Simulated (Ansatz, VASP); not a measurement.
One calculation of K, two programs

POSCAR

```
K
1.0
    0.0000000000      3.3918728180      3.3918728180
    3.3918728180      0.0000000000      3.3918728180
    3.3918728180      3.3918728180      0.0000000000
K
1
Direct
    0.0000000000      0.0000000000      0.0000000000
```

Contents of INCAR.step1:

```
SYSTEM = K
  PREC = Accurate
  ENCUT = 520
  ISMEAR = 0
  SIGMA = 0.1
  LREAL = .False.
  LASPH = .True.
  NELM = 100
  NBANDS = 10
  GGA = PE
  ALGO = Normal
  EDIFF = 1E-4
  LWAVE = .True.
  LCHARG = .False.
```

The input INCAR.step2:

```
SYSTEM = K
  PREC = Accurate
  ENCUT = 520
  EDIFF = 1E-6
  ISMEAR = 0
  SIGMA = 0.1
  LREAL = .False.
  LASPH = .True.
  NELM = 100
  ALGO = Normal
  ISIF = 2
  LWAVE = .False.
  LCHARG = .True.
  METAGGA = R2SCAN
  LMIXTAU = .True.
  LELF = .True.
  LVHAR = .True.
  NBANDS = 10
  ISTART = 1
```

KPOINTS

```
Automatic mesh
0
Gamma
  6 6 6
  0 0 0
```

Input for Ansatz:

```yaml
crystal:
  lattice:
    - [0.0, 3.391872818, 3.391872818]
    - [3.391872818, 0.0, 3.391872818]
    - [3.391872818, 3.391872818, 0.0]
  atoms:
    - { symbol: K, position: [0.0, 0.0, 0.0] }
basis:
  ecutwfc: 500
kpoints:
  mp_grid: { grid: [6, 6, 6] }
hamiltonian:
  xc: r2scan
scf:
  occupations: { method: gaussian, width: 0.1 }
output:
  forces: true
  stress: true
  eigenvalues: true
```

This isn't the form of K at room conditions, which is bcc.

Alike in both runs: task single point; functional r2SCAN; k mesh 6 × 6 × 6; occupations gaussian, width 0.1 eV; no spin polarisation.

```csv
,VASP,Ansatz
version,VASP 6.6.1,Ansatz 0.2.0
potentials or method,"VASP PAW PBE potentials, release 64 (K_sv)","scalar-relativistic, plane waves, PAW"
plane-wave cutoff (eV),520,500
valence electrons in the cell,9,9
```

Ansatz gave:

* gap on the k mesh at the Fermi level (eV): none
* pressure (GPa): 0.0

Problem. Estimate VASP's values.

Solution. gap on the k mesh at the Fermi level (eV): none; pressure (GPa): -0.1.

A gap of «none» marks a metal or a gap that the smearing closes. With one functional, cell and mesh, what is left measures potentials, basis and numerics.

Caveats: the PAW data sets were made with another functional, which shifts forces and pressure a little (VASP).
